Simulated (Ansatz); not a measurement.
TiB2 in Ansatz: the effect of functional

TiB2:

```xyz
3
Lattice="3.0089 0.0000 0.0000 -1.5044 2.6058 0.0000 0.0000 0.0000 3.2067" Properties=species:S:1:pos:R:3 pbc="T T T"
Ti    0.0000    0.0000    0.0000
B     1.5044    0.8686    1.6034
B     0.0000    1.7372    1.6034
```

The cell isn't the ideal one: volume scaled by 0.98.

Alike in all runs:

```yaml
Program: Ansatz 0.2.0
Task: single point
Potentials_or_basis: Ansatz PAW
k_mesh: 10 × 10 × 8
Occupations: fermi-dirac, width 0.05 eV
Spin: no spin polarisation
```

Task: One run gave: pressure -6.2 GPa. Which functional did it use?
A. r2SCAN
B. LDA
C. PBEsol

Result: B.

| functional | cutoff | pressure (GPa) |
| --- | --- | --- |
| LDA | 420 eV (not typed: the program's choice for these potentials) | -6.2 |
| PBEsol | 420 eV (not typed: the program's choice for these potentials) | 0.1 |
| r2SCAN | 500 eV (not typed: the program's choice for these potentials) | 4.3 |

Caveats: the PAW data sets come from PBE, with cores solved anew for the run's functional, which leaves a small shift of forces and pressure.
